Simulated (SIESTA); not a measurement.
Crystal: CdSe (Cadmoselite).

```
Cd Se
1.0
     4.30000    0.00000    0.00000
    -2.15000    3.72391    0.00000
     0.00000    0.00000    7.02000
Cd Se
2 2
Cartesian
  2.1500 1.2413 3.5100
  0.0000 2.4826 0.0000
  2.1500 1.2413 6.2127
  0.0000 2.4826 2.7027
```

Base run:

| Property | Result |
| --- | --- |
| Program | SIESTA 5.4.2 |
| Functional | BLYP |
| Potentials or basis | PseudoDojo 0.4 standard (PBE files) |
| Basis | DZP (energy shift 0.003 Ry; two zetas on semicore shells) |
| Grid cutoff | 800 Ry |
| Energy shift | 0.003 Ry |
| k mesh | 7 × 7 × 4 |
| Occupations | fermi-dirac, width 0.05 eV |
| Spin | no spin polarisation |

Its results: band gap on the k mesh 0.90 eV, direct; pressure 5.8 GPa; largest force 0.339 eV/Å.

After a change of settings the same cell gave: band gap on the k mesh 0.89 eV, direct; pressure 2.9 GPa; largest force 0.320 eV/Å. Which change was it?
A. functional from BLYP to PBEsol; potentials or basis from PseudoDojo 0.4 standard (PBE files) to PseudoDojo 0.4 standard (PBEsol files)
B. functional from BLYP to PW91
C. functional from BLYP to AM05; potentials or basis from PseudoDojo 0.4 standard (PBE files) to PseudoDojo 0.4 standard (PBEsol files)
D. functional from BLYP to RPBE

B.

PW91 binds more tightly than BLYP, so the same cell stands under less pressure.

Caveats: the potentials were made for another functional, which shifts forces and pressure; the basis of atomic orbitals isn't converged, which shifts pressures, moduli and gaps.
